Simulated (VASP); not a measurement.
Ca, 2 atoms in the cell. Symmetry: P6_3/mmc, No. 194, hexagonal system. Conventional cell: a = 3.980 Å, b = 3.980 Å, c = 6.520 Å, α = 90.00°, β = 90.00°, γ = 120.00°. Ca (site symmetry -6m2) is surrounded by 12 Ca at 3.98 to 3.99 Å. This isn't the form of Ca at room conditions, which is fcc.

- Program: VASP 6.6.1
- Task: single point
- Functional: PBE
- Potentials or basis: VASP PAW PBE potentials, release 64 (Ca_sv)
- Cutoff: 520 eV
- k mesh: 15 × 15 × 8
- Occupations: gaussian, width 0.15 eV
- Spin: no spin polarisation
- Dipole correction: no
- Further INCAR settings: ALGO = Fast; EDIFF = 1e-06; NBANDS = 17

Potentials or basis: VASP PAW PBE potentials, release 64 (Ca_sv).

Run with:

```sh
$ cat potpaw_PBE.64/Ca_sv/POTCAR > POTCAR
$ mpirun -np 1 vasp_std > vasp.out
```

Hardware: 1 thread of Intel(R) Xeon(R) Platinum 8259CL CPU @ 2.50GHz (Skylake/Cascade Lake) (shared host).

Question: How long does it take, and how much memory?

Answer: Run time: 3.4 min on 1 thread of Intel(R) Xeon(R) Platinum 8259CL CPU @ 2.50GHz (Skylake/Cascade Lake), with other jobs on the host, peak memory 0.31 GiB. Counts: scf iterations 16, k points 135.
